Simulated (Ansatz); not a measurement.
**Al: energies, forces and stress near the listed structure**

How do energy, forces, pressure and gap of Al change under moves of single atoms, random distortions, further strains and shifts, distortions that keep the symmetry? Each case is one self-consistent run.

Program: Ansatz 0.2.0. Level of theory: DFT PBE, scalar-relativistic, plane waves, PAW. These are calculated values, not measurements.

## (1) The system as given

The structure is hexagonal, space group P6_3/mmc (No. 194). The conventional cell has a = 2.827 Å, b = 2.827 Å, c = 9.186 Å, α = 90.00°, β = 90.00°, γ = 120.00°. Al (site symmetry -3m) is surrounded by 12 Al at 2.82 to 2.83 Å. Al (site symmetry -6m2) has 12 Al at 2.82 to 2.83 Å as nearest neighbours.

Coordinates:

```xyz
4
Lattice="2.8271 0.0000 0.0000 -1.4135 2.4483 0.0000 0.0000 0.0000 9.1860" Properties=species:S:1:pos:R:3 pbc="T T T"
Al    0.0000    0.0000    0.0000
Al    0.0000    1.6322    2.2965
Al    0.0000    0.0000    4.5930
Al    1.4135    0.8161    6.8895
```

The structure comes from the Materials Project (structure only).

## (2) A distortion that keeps the symmetry

Against the listed cell: strain xx, yy, zz, yz, xz, xy = +0.4, +0.4, +3.4, +0.0, +0.0, +0.0 %.

File input.yaml:

```yaml
crystal:
  lattice:
    - [2.8388659354, 0.0, 0.0]
    - [-1.4194329677, 2.458530018, 0.0]
    - [0.0, 0.0, 9.4998784532]
  atoms:
    - { symbol: Al, position: [0.0, 0.0, 0.0] }
    - { symbol: Al, position: [0.33333333, 0.66666667, 0.25] }
    - { symbol: Al, position: [0.0, 0.0, 0.5] }
    - { symbol: Al, position: [0.66666667, 0.33333333, 0.75] }
basis:
  ecutwfc: 420
kpoints:
  mp_grid: { grid: [18, 18, 6] }
hamiltonian:
  xc: pbe
scf:
  occupations: { method: gaussian, width: 0.1 }
output:
  forces: true
  stress: true
  eigenvalues: true
  populations: true
```

On the command line:

```
> ansatz run input.yaml --threads 1 --pin off --max-ram 1331MiB --backend cpu --events-out ev --progress --plain --runs-dir out
```

The program printed, shortened:

```text
Warning: RAYON_NUM_THREADS=1 ignored (pool sized by the plan → 1); use --threads N
[...]
Pseudopotentials: kind: paw
Pseudopotential: Al, paw, valence charge 3, recommended cutoff 420 eV (normal), Al.paw.azcp
Functional definition: PBE
[...]
Crystal: 4 atoms, lattice volume = 66.304 Å³
Basis set: ecut = 420 eV, 1303 PW (Γ), exchange–correlation on 40×40×128 points (8 copies of the dense FFT grid, shifted against one another)
Bands: 10, of which v1, the nominal top of the filled ones, is band 6 counted from 1 (5 counted from 0)
Symmetry: 24 space group operations
Space group: P63/mmc (ITA 194), of the structure as read, at distance tolerance 4.0e-5 Å
k-points: 148 of 1944
[...]
SCF iter   1: F=—  HF=-2149.958988 eV  |F-HF|=—  |Δ(HF+E_count)|=         —  Δρ=1.08e-3  dr2=7.35e-4  ethr=1.77e-3  ⟨swp⟩=7.0  Hψ=12566  notcnv=0
[...]
SCF iter   6: F=-2149.959121 eV  HF=-2149.959121 eV  |F-HF|=1.97e-9  |Δ(HF+E_count)|=   8.73e-9  Δρ=2.38e-6  dr2=4.89e-9  ethr=8.33e-10  ⟨swp⟩=5.4  Hψ=5951  notcnv=0
[...]
SCF converged after 6 iterations
Free energy (F): -2149.959121 eV
[...]
E sigma→0 (E₀):  -2149.954534 eV
Entropy (-TS):   -0.009174 eV (-2.294 meV/atom)
Fermi energy:    7.887952 eV
[...]
--- Forces (eV/Å), atoms counted from 1 ---
  atom   1  Al     0.00000000    -0.00000000    -0.00000000
  atom   2  Al     0.00000000     0.00000000     0.00000000
  atom   3  Al    -0.00000000    -0.00000000     0.00000000
  atom   4  Al     0.00000000    -0.00000000    -0.00000000
[...]
--- Stress (GPa, compression-positive) ---
        0.631042       0.000000      -0.000000
       -0.000000       0.631042       0.000000
       -0.000000       0.000000      -1.436748
  P = ⅓ Tr σ = -0.0582 GPa (-0.582 kbar)
--- Band table (eV; the first three rows and the last of 148) ---
  k-point 0: bands = ["-3.2011", "-1.5739", "-1.5684", "3.2042", "3.2251", "10.8711", "10.8803", "18.8783", "18.8783", "19.0225"]
[...]
--- Löwdin populations: 4 sites ---
  site symbol       q [e]
     0     Al      2.9413
     1     Al      2.9706
     2     Al      2.9413
     3     Al      2.9706
  spilling = 0.014680 (of n_electrons = 12.000000)
```

It took 13 s on 1 thread of an x86-64 CPU, shared host; peak memory 0.38 GiB.

By site:

```tsv
atom	Löwdin electrons
Al1	2.94
Al2	2.97
Al3	2.94
Al4	2.97
```

The Löwdin counts miss 0.18 of the 12 electrons, which the atomic orbitals do not span, so they are no charges.

## (3) A change within a subgroup

Against the listed cell: strain xx, yy, zz, yz, xz, xy = -2.0, -2.0, +4.0, +0.0, +0.0, +0.0 %; atoms moved by 0.03 Å root mean square, at most 0.04 Å.

File input.yaml:

```yaml
crystal:
  lattice:
    - [2.771609773, 0.0, 0.0]
    - [-1.3858048865, 2.4002844728, 0.0]
    - [0.0, 0.0, 9.5569234702]
  atoms:
    - { symbol: Al, position: [0.0, 0.0, 0.0] }
    - { symbol: Al, position: [0.33333333, 0.66666667, 0.2453814023] }
    - { symbol: Al, position: [0.0, 0.0, 0.5] }
    - { symbol: Al, position: [0.66666667, 0.33333333, 0.7546185977] }
basis:
  ecutwfc: 420
kpoints:
  mp_grid: { grid: [15, 15, 4] }
hamiltonian:
  xc: pbe
scf:
  occupations: { method: gaussian, width: 0.1 }
output:
  forces: true
  stress: true
  eigenvalues: true
```

On the command line:

```
> ansatz run input.yaml --threads 1 --pin off --max-ram 1331MiB --backend cpu --events-out ev --progress --plain --runs-dir out
```

The program printed, shortened:

```text
Warning: RAYON_NUM_THREADS=1 ignored (pool sized by the plan → 1); use --threads N
[...]
[... 3 set-up lines as earlier in the session ...]
[...]
Crystal: 4 atoms, lattice volume = 63.579 Å³
Basis set: ecut = 420 eV, 1255 PW (Γ), exchange–correlation on 40×40×128 points (8 copies of the dense FFT grid, shifted against one another)
Bands: 10, of which v1, the nominal top of the filled ones, is band 6 counted from 1 (5 counted from 0)
Symmetry: 12 space group operations
Space group: P-3m1 (ITA 164), of the structure as read, at distance tolerance 4.0e-5 Å
k-points: 100 of 900
[...]
SCF iter   1: F=—  HF=-2149.907476 eV  |F-HF|=—  |Δ(HF+E_count)|=         —  Δρ=1.39e-3  dr2=1.44e-3  ethr=1.77e-3  ⟨swp⟩=7.0  Hψ=8587  notcnv=0
[...]
SCF iter   7: F=-2149.907392 eV  HF=-2149.907392 eV  |F-HF|=9.13e-9  |Δ(HF+E_count)|=   2.49e-8  Δρ=2.94e-6  dr2=1.36e-8  ethr=8.33e-10  ⟨swp⟩=5.3  Hψ=3945  notcnv=0
[...]
SCF converged after 7 iterations
Free energy (F): -2149.907392 eV
[...]
E sigma→0 (E₀):  -2149.904294 eV
Entropy (-TS):   -0.006194 eV (-1.549 meV/atom)
Fermi energy:    8.337979 eV
[...]
--- Forces (eV/Å), atoms counted from 1 ---
  atom   1  Al    -0.00000000     0.00000000     0.00000000
  atom   2  Al    -0.00000000    -0.00000000     0.21634120
  atom   3  Al     0.00000000     0.00000000     0.00000000
  atom   4  Al     0.00000000     0.00000000    -0.21634120
[...]
--- Stress (GPa, compression-positive) ---
        5.436429       0.000000      -0.000000
        0.000000       5.436429      -0.000000
       -0.000000      -0.000000       1.078120
  P = ⅓ Tr σ = 3.9837 GPa (39.837 kbar)
--- Band table (eV; the first three rows and the last of 100) ---
  k-point 0: bands = ["-3.0630", "-1.4429", "-1.4384", "3.2395", "3.3273", "10.8424", "10.8573", "19.7982", "20.1144", "20.1144"]
[...]
```

Wall time 7.8 s (1 thread of an x86-64 CPU, shared host); peak memory 0.36 GiB.

## (4) Random moves and strain, cell strained

The change: strain xx, yy, zz, yz, xz, xy = +0.8, +1.1, -0.6, +0.7, -2.0, +0.4 %; atoms moved by 0.03 Å root mean square, at most 0.04 Å.

File input.yaml:

```yaml
crystal:
  lattice:
    - [2.8492413081, 0.0122129727, -0.0565415405]
    - [-1.4140439094, 2.468215199, 0.0442583032]
    - [-0.1837198614, 0.0599845347, 9.1272027144]
  atoms:
    - { symbol: Al, position: [-0.0145132422, -0.0048318837, 0.0014903125] }
    - { symbol: Al, position: [0.3319906194, 0.6602459421, 0.2513651219] }
    - { symbol: Al, position: [0.0136725381, 0.0057467966, 0.4988417148] }
    - { symbol: Al, position: [0.6688556642, 0.3388432295, 0.7483028509] }
basis:
  ecutwfc: 420
kpoints:
  mp_grid: { grid: [14, 14, 4] }
hamiltonian:
  xc: pbe
scf:
  occupations: { method: gaussian, width: 0.1 }
output:
  forces: true
  stress: true
  eigenvalues: true
```

On the command line:

```
> ansatz run input.yaml --threads 1 --pin off --max-ram 1331MiB --backend cpu --events-out ev --progress --plain --runs-dir out
```

The program printed, shortened:

```text
Warning: RAYON_NUM_THREADS=1 ignored (pool sized by the plan → 1); use --threads N
[...]
[... 3 set-up lines as earlier in the session ...]
[...]
Crystal: 4 atoms, lattice volume = 64.317 Å³
Basis set: ecut = 420 eV, 1257 PW (Γ), exchange–correlation on 40×40×128 points (8 copies of the dense FFT grid, shifted against one another)
Bands: 10, of which v1, the nominal top of the filled ones, is band 6 counted from 1 (5 counted from 0)
Symmetry: 1 space group operations
Space group: P1 (ITA 1), of the structure as read, at distance tolerance 4.0e-5 Å
k-points: 396 of 784 (time reversal used)
[...]
SCF iter   1: F=—  HF=-2149.918153 eV  |F-HF|=—  |Δ(HF+E_count)|=         —  Δρ=1.40e-3  dr2=1.36e-3  ethr=1.77e-3  ⟨swp⟩=6.8  Hψ=33090  notcnv=0
[...]
SCF iter   8: F=-2149.918201 eV  HF=-2149.918201 eV  |F-HF|=4.78e-8  |Δ(HF+E_count)|=   6.49e-8  Δρ=3.04e-6  dr2=5.28e-8  ethr=8.33e-10  ⟨swp⟩=3.9  Hψ=15731  notcnv=0
[...]
SCF converged after 8 iterations
Free energy (F): -2149.918201 eV
[...]
E sigma→0 (E₀):  -2149.913995 eV
Entropy (-TS):   -0.008412 eV (-2.103 meV/atom)
Fermi energy:    8.196178 eV
[...]
--- Forces (eV/Å), atoms counted from 1 ---
  atom   1  Al     0.02399519     0.00071175    -0.07150330
  atom   2  Al    -0.00181291     0.02537613    -0.06782898
  atom   3  Al    -0.02383134    -0.02644625     0.04598620
  atom   4  Al     0.00164914     0.00035832     0.09334894
[...]
--- Stress (GPa, compression-positive) ---
        1.968081      -0.220722       1.229010
       -0.220722       1.518662      -0.508832
        1.229010      -0.508832       4.087252
  P = ⅓ Tr σ = 2.5247 GPa (25.247 kbar)
--- Band table (eV; the first three rows and the last of 396) ---
  k-point 0: bands = ["-3.0947", "-1.3348", "-1.3165", "3.6451", "4.0678", "12.1002", "12.1163", "18.6160", "18.8026", "18.8488"]
[...]
```

Wall time 52 s (1 thread of an x86-64 CPU, shared host); peak memory 0.6 GiB.

Sizes of the forces (eV/Å): Al1 0.08, Al2 0.07, Al3 0.06, Al4 0.09.

## (5) A distortion that keeps the symmetry

What differs from the listed cell: strain xx, yy, zz, yz, xz, xy = -2.7, -2.7, +6.3, +0.0, +0.0, +0.0 %.

File input.yaml:

```yaml
crystal:
  lattice:
    - [2.7505197784, 0.0, 0.0]
    - [-1.3752598892, 2.3820200017, 0.0]
    - [0.0, 0.0, 9.763975754]
  atoms:
    - { symbol: Al, position: [0.0, 0.0, 0.0] }
    - { symbol: Al, position: [0.33333333, 0.66666667, 0.25] }
    - { symbol: Al, position: [0.0, 0.0, 0.5] }
    - { symbol: Al, position: [0.66666667, 0.33333333, 0.75] }
basis:
  ecutwfc: 420
kpoints:
  mp_grid: { grid: [18, 18, 6] }
hamiltonian:
  xc: pbe
scf:
  occupations: { method: gaussian, width: 0.1 }
output:
  forces: true
  stress: true
  eigenvalues: true
```

On the command line:

```
> ansatz run input.yaml --threads 1 --pin off --max-ram 1331MiB --backend cpu --events-out ev --progress --plain --runs-dir out
```

The program printed, shortened:

```text
Warning: RAYON_NUM_THREADS=1 ignored (pool sized by the plan → 1); use --threads N
[...]
[... 3 set-up lines as earlier in the session ...]
[...]
Crystal: 4 atoms, lattice volume = 63.972 Å³
Basis set: ecut = 420 eV, 1251 PW (Γ), exchange–correlation on 40×40×144 points (8 copies of the dense FFT grid, shifted against one another)
Bands: 10, of which v1, the nominal top of the filled ones, is band 6 counted from 1 (5 counted from 0)
[... 2 set-up lines as earlier in the session ...]
k-points: 148 of 1944
[...]
SCF iter   1: F=—  HF=-2149.875354 eV  |F-HF|=—  |Δ(HF+E_count)|=         —  Δρ=1.26e-3  dr2=1.22e-3  ethr=1.77e-3  ⟨swp⟩=7.0  Hψ=12664  notcnv=0  defer=1
[...]
SCF iter   6: F=-2149.875356 eV  HF=-2149.875356 eV  |F-HF|=1.05e-9  |Δ(HF+E_count)|=   5.56e-8  Δρ=2.59e-6  dr2=4.43e-9  ethr=8.33e-10  ⟨swp⟩=5.3  Hψ=6154  notcnv=0
[...]
SCF converged after 6 iterations
Free energy (F): -2149.875356 eV
[...]
E sigma→0 (E₀):  -2149.871311 eV
Entropy (-TS):   -0.008092 eV (-2.023 meV/atom)
Fermi energy:    8.235186 eV
[...]
--- Forces (eV/Å), atoms counted from 1 ---
  atom   1  Al     0.00000000     0.00000000    -0.00000000
  atom   2  Al     0.00000000     0.00000000     0.00000000
  atom   3  Al    -0.00000000     0.00000000     0.00000000
  atom   4  Al     0.00000000    -0.00000000    -0.00000000
[...]
--- Stress (GPa, compression-positive) ---
        5.857322       0.000000       0.000000
        0.000000       5.857322       0.000000
        0.000000       0.000000      -0.561789
  P = ⅓ Tr σ = 3.7176 GPa (37.176 kbar)
--- Band table (eV; the first three rows and the last of 148) ---
  k-point 0: bands = ["-3.0782", "-1.5396", "-1.5353", "2.8347", "3.1549", "10.2649", "10.2703", "19.1004", "20.2912", "20.4445"]
[...]
```

Wall time 10 s (1 thread of an x86-64 CPU, shared host); peak memory 0.38 GiB.

## (6) One atom moved

What differs from the listed cell: atom 4 (Al) moved by 0.15 Å.

File input.yaml:

```yaml
crystal:
  lattice:
    - [2.8270770242, 0.0, 0.0]
    - [-1.4135385121, 2.4483205214, 0.0]
    - [0.0, 0.0, 9.18599307]
  atoms:
    - { symbol: Al, position: [0.0, 0.0, 0.0] }
    - { symbol: Al, position: [0.33333333, 0.66666667, 0.25] }
    - { symbol: Al, position: [0.0, 0.0, 0.5] }
    - { symbol: Al, position: [0.6808608579, 0.3377322638, 0.7341367178] }
basis:
  ecutwfc: 420
kpoints:
  mp_grid: { grid: [15, 15, 4] }
hamiltonian:
  xc: pbe
scf:
  occupations: { method: gaussian, width: 0.1 }
output:
  forces: true
  stress: true
  eigenvalues: true
  populations: true
```

On the command line:

```
> ansatz run input.yaml --threads 1 --pin off --max-ram 1331MiB --backend cpu --events-out ev --progress --plain --runs-dir out
```

The program printed, shortened:

```text
Warning: RAYON_NUM_THREADS=1 ignored (pool sized by the plan → 1); use --threads N
[...]
[... 3 set-up lines as earlier in the session ...]
[...]
Crystal: 4 atoms, lattice volume = 63.582 Å³
Basis set: ecut = 420 eV, 1255 PW (Γ), exchange–correlation on 40×40×128 points (8 copies of the dense FFT grid, shifted against one another)
Bands: 10, of which v1, the nominal top of the filled ones, is band 6 counted from 1 (5 counted from 0)
[... 2 set-up lines as earlier in the session ...]
k-points: 451 of 900 (time reversal used)
[...]
SCF iter   1: F=—  HF=-2149.876618 eV  |F-HF|=—  |Δ(HF+E_count)|=         —  Δρ=1.44e-3  dr2=2.09e-3  ethr=1.77e-3  ⟨swp⟩=6.8  Hψ=37621  notcnv=0  defer=1
[...]
SCF converged after 8 iterations
Free energy (F): -2149.876489 eV
[...]
E sigma→0 (E₀):  -2149.873662 eV
Entropy (-TS):   -0.005655 eV (-1.414 meV/atom)
Fermi energy:    8.320587 eV
[...]
--- Forces (eV/Å), atoms counted from 1 ---
  atom   1  Al     0.01168511     0.00338472    -0.29403927
  atom   2  Al     0.00380820     0.00129197    -0.06459225
  atom   3  Al     0.03416372     0.00983953    -0.51199755
  atom   4  Al    -0.04965722    -0.01451617     0.87063633
[...]
--- Stress (GPa, compression-positive) ---
        3.190818      -0.069897      -0.104146
       -0.069897       3.236323      -0.029850
       -0.104146      -0.029850       5.473199
  P = ⅓ Tr σ = 3.9668 GPa (39.668 kbar)
--- Band table (eV; the first three rows and the last of 451) ---
  k-point 0: bands = ["-3.0895", "-1.4931", "-1.1140", "3.6487", "3.9657", "11.8579", "12.0320", "19.1130", "19.1316", "19.2531"]
[...]
--- Löwdin populations: 4 sites ---
  site symbol       q [e]
     0     Al      2.9452
     1     Al      2.9694
     2     Al      2.9357
     3     Al      2.9674
  spilling = 0.015184 (of n_electrons = 12.000000)
```

It took 74 s on 1 thread of an x86-64 CPU, shared host; peak memory 0.64 GiB.

By site:

```tsv
atom	Löwdin electrons
Al1	2.95
Al2	2.97
Al3	2.94
Al4	2.97
```

The Löwdin counts miss 0.18 of the 12 electrons, which the atomic orbitals do not span, so they are no charges.

## (7) A distortion of lower symmetry

What differs from the listed cell: strain xx, yy, zz, yz, xz, xy = -2.0, -2.0, +1.0, +0.0, +0.0, +0.0 %; atoms moved by 0.06 Å root mean square, at most 0.06 Å.

File input.yaml:

```yaml
crystal:
  lattice:
    - [2.7701114222, 0.0, 0.0]
    - [-1.3850557111, 2.3989868629, 0.0]
    - [0.0, 0.0, 9.2764751017]
  atoms:
    - { symbol: Al, position: [0.0, 0.0, 0.0065316836] }
    - { symbol: Al, position: [0.33333333, 0.66666667, 0.2434683164] }
    - { symbol: Al, position: [0.0, 0.0, 0.5065316836] }
    - { symbol: Al, position: [0.66666667, 0.33333333, 0.7434683164] }
basis:
  ecutwfc: 420
kpoints:
  mp_grid: { grid: [18, 18, 6] }
hamiltonian:
  xc: pbe
scf:
  occupations: { method: gaussian, width: 0.1 }
output:
  forces: true
  stress: true
  eigenvalues: true
```

On the command line:

```
> ansatz run input.yaml --threads 1 --pin off --max-ram 1331MiB --backend cpu --events-out ev --progress --plain --runs-dir out
```

The program printed, shortened:

```text
Warning: RAYON_NUM_THREADS=1 ignored (pool sized by the plan → 1); use --threads N
[...]
[... 3 set-up lines as earlier in the session ...]
[...]
Crystal: 4 atoms, lattice volume = 61.646 Å³
Basis set: ecut = 420 eV, 1207 PW (Γ), exchange–correlation on 40×40×128 points (8 copies of the dense FFT grid, shifted against one another)
Bands: 10, of which v1, the nominal top of the filled ones, is band 6 counted from 1 (5 counted from 0)
[... 1 set-up line as earlier in the session ...]
Space group: P63mc (ITA 186), of the structure as read, at distance tolerance 4.0e-5 Å
k-points: 148 of 1944 (time reversal used)
[...]
SCF iter   1: F=—  HF=-2149.783203 eV  |F-HF|=—  |Δ(HF+E_count)|=         —  Δρ=1.47e-3  dr2=1.53e-3  ethr=1.77e-3  ⟨swp⟩=7.3  Hψ=12813  notcnv=0
[...]
SCF iter   7: F=-2149.783053 eV  HF=-2149.783053 eV  |F-HF|=5.26e-10  |Δ(HF+E_count)|=   2.60e-8  Δρ=1.04e-6  dr2=9.86e-10  ethr=8.33e-10  ⟨swp⟩=5.5  Hψ=5851  notcnv=0
[...]
SCF converged after 7 iterations
Free energy (F): -2149.783053 eV
[...]
E sigma→0 (E₀):  -2149.778687 eV
Entropy (-TS):   -0.008732 eV (-2.183 meV/atom)
Fermi energy:    8.651980 eV
[...]
--- Forces (eV/Å), atoms counted from 1 ---
  atom   1  Al     0.00000000     0.00000000    -0.72677591
  atom   2  Al    -0.00000000    -0.00000000     0.72677299
  atom   3  Al    -0.00000000    -0.00000000    -0.72677591
  atom   4  Al     0.00000000     0.00000000     0.72677299
[...]
--- Stress (GPa, compression-positive) ---
        7.948697      -0.000000       0.000000
        0.000000       7.948697       0.000000
       -0.000000       0.000000       5.798421
  P = ⅓ Tr σ = 7.2319 GPa (72.319 kbar)
--- Band table (eV; the first three rows and the last of 148) ---
  k-point 0: bands = ["-2.9649", "-1.5665", "-0.8997", "3.7002", "3.8779", "11.6169", "11.9212", "20.1857", "20.1857", "20.2395"]
[...]
```

Run time: 18 s. Hardware: 1 thread of an x86-64 CPU, shared host; peak memory 0.42 GiB.

## (8) A distortion that keeps the symmetry

What differs from the listed cell: strain xx, yy, zz, yz, xz, xy = -0.3, -0.3, +8.7, +0.0, +0.0, +0.0 %.

File input.yaml:

```yaml
crystal:
  lattice:
    - [2.8187936885, 0.0, 0.0]
    - [-1.4093968443, 2.4411469423, 0.0]
    - [0.0, 0.0, 9.9858174866]
  atoms:
    - { symbol: Al, position: [0.0, 0.0, 0.0] }
    - { symbol: Al, position: [0.33333333, 0.66666667, 0.25] }
    - { symbol: Al, position: [0.0, 0.0, 0.5] }
    - { symbol: Al, position: [0.66666667, 0.33333333, 0.75] }
basis:
  ecutwfc: 420
kpoints:
  mp_grid: { grid: [18, 18, 6] }
hamiltonian:
  xc: pbe
scf:
  occupations: { method: gaussian, width: 0.1 }
output:
  forces: true
  stress: true
  eigenvalues: true
```

On the command line:

```
> ansatz run input.yaml --threads 1 --pin off --max-ram 1331MiB --backend cpu --events-out ev --progress --plain --runs-dir out
```

The program printed, shortened:

```text
Warning: RAYON_NUM_THREADS=1 ignored (pool sized by the plan → 1); use --threads N
[...]
[... 3 set-up lines as earlier in the session ...]
[...]
Crystal: 4 atoms, lattice volume = 68.713 Å³
Basis set: ecut = 420 eV, 1353 PW (Γ), exchange–correlation on 40×40×144 points (8 copies of the dense FFT grid, shifted against one another)
Bands: 10, of which v1, the nominal top of the filled ones, is band 6 counted from 1 (5 counted from 0)
[... 1 set-up line as earlier in the session ...]
Space group: P63/mmc (ITA 194), of the structure as read, at distance tolerance 4.1e-5 Å
k-points: 148 of 1944
[...]
SCF iter   1: F=—  HF=-2149.897933 eV  |F-HF|=—  |Δ(HF+E_count)|=         —  Δρ=9.38e-4  dr2=5.07e-4  ethr=1.77e-3  ⟨swp⟩=6.7  Hψ=12372  notcnv=0
[...]
SCF iter   6: F=-2149.898171 eV  HF=-2149.898171 eV  |F-HF|=2.01e-9  |Δ(HF+E_count)|=   7.88e-9  Δρ=1.94e-6  dr2=4.17e-9  ethr=3.48e-10  ⟨swp⟩=3.1  Hψ=6172  notcnv=0
[...]
SCF converged after 6 iterations
Free energy (F): -2149.898171 eV
[...]
E sigma→0 (E₀):  -2149.894131 eV
Entropy (-TS):   -0.008080 eV (-2.020 meV/atom)
Fermi energy:    7.499824 eV
[...]
--- Forces (eV/Å), atoms counted from 1 ---
  atom   1  Al    -0.00000000    -0.00000000    -0.00000000
  atom   2  Al     0.00000000     0.00000000     0.00000000
  atom   3  Al    -0.00000000     0.00000000     0.00000000
  atom   4  Al    -0.00000000    -0.00000000     0.00000000
[...]
--- Stress (GPa, compression-positive) ---
       -0.652366       0.000000       0.000000
        0.000000      -0.652366       0.000000
        0.000000       0.000000      -4.690743
  P = ⅓ Tr σ = -1.9985 GPa (-19.985 kbar)
--- Band table (eV; the first three rows and the last of 148) ---
  k-point 0: bands = ["-3.3284", "-1.8593", "-1.8517", "2.2447", "2.7382", "9.4769", "9.4821", "18.0970", "18.8872", "19.1035"]
[...]
```

It took 11 s on 1 thread of an x86-64 CPU, shared host; peak memory 0.39 GiB.

## (9) Results

| step | case | energy (meV/atom) | pressure (GPa) | largest force (eV/Å) | gap on the mesh (eV) |
| --- | --- | --- | --- | --- | --- |
| 2 | a distortion that keeps the symmetry | +0.0 | -0.1 | 0.00 | 0.00 |
| 3 | a change within a subgroup | +12.6* | 4.0 | 0.22 | 0.00 |
| 4 | random moves and strain, cell strained | +10.1* | 2.5 | 0.09 | 0.00 |
| 5 | a distortion that keeps the symmetry | +20.8 | 3.7 | 0.00 | 0.00 |
| 6 | one atom moved | +20.2* | 4.0 | 0.87 | 0.00 |
| 7 | a distortion of lower symmetry | +44.0 | 7.2 | 0.73 | 0.00 |
| 8 | a distortion that keeps the symmetry | +15.1 | -2.0 | 0.00 | 0.00 |

Energies are counted from step 2, with the smearing taken to zero; a star marks another k mesh, which can shift energies by itself, so starred rows don't rank against the others. A gap of 0.00 means none on the mesh at this level.

What this shows: Among the distorted cells of the listed formula and level the largest force, 0.87 eV/Å, acts on Al4 in step 6. The pressure is 7.2 GPa in the smallest cell and -2.0 GPa in the largest; between them shape and moved atoms count too. The distorted cells of the listed formula and level show no gap on the mesh.
